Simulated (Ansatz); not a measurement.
Program: Ansatz.

The input (input.yaml):

```yaml
accuracy: low
crystal:
  lattice:
    - [-2.900765, -5.024272, 0.0]
    - [4.351147, -2.512136, 0.0]
    - [0.0, 0.0, 5.694056]
  atoms:
    - { symbol: W, position: [0.77951637, 0.50946884, -0.03939082] }
    - { symbol: C, position: [0.52512698, 0.69041042, 0.23730445] }
    - { symbol: W, position: [0.7794296, 0.51595045, 0.46223318] }
    - { symbol: C, position: [0.5376546, 0.70027746, 0.73823598] }
    - { symbol: W, position: [0.50325313, -0.00361166, 0.00285234] }
    - { symbol: C, position: [0.29630607, 0.21257945, 0.23615196] }
    - { symbol: W, position: [0.50575529, 0.01514752, 0.46710763] }
    - { symbol: C, position: [0.26477867, 0.15299363, 0.72104205] }
    - { symbol: W, position: [0.2730521, 0.4960729, -0.02381105] }
    - { symbol: C, position: [0.01483949, 0.66260588, 0.22399601] }
    - { symbol: W, position: [0.27230604, 0.54524916, 0.48653259] }
    - { symbol: C, position: [0.04102088, 0.69309259, 0.74572795] }
    - { symbol: W, position: [0.01082953, 0.01918949, -0.03865782] }
    - { symbol: C, position: [0.7798042, 0.20883085, 0.19858976] }
    - { symbol: W, position: [0.0186434, 0.05073966, 0.45693685] }
    - { symbol: C, position: [0.76117322, 0.19472412, 0.74678013] }
basis:
  ecutwfc: 420.0
kpoints:
  mp_grid: { grid: [2, 2, 2] }
hamiltonian:
  xc: pbe
scf:
  occupations: { method: fermi_dirac, width: 0.17 }
  lower_state_search: "off"
  max_iter: 78
md:
  timestep: -0.5
  n_steps: 25
  ensemble: npt_langevin
  temperature: 1400.0
  initial_velocities: maxwell_boltzmann
  seed: 17688
  friction: 0.02
  pressure: 0.0
  fix_cell: [shape]
```

Command:

```bash
$ ansatz run input.yaml --threads 1 --pin off --max-ram 3072MiB --backend cpu --events-out ev --progress --plain --runs-dir out
```

Problem. Does this input run?

Solution. The program refused the input.

```
Error: invalid value for `md.timestep`: must be finite and > 0; got -0.5 fs
```
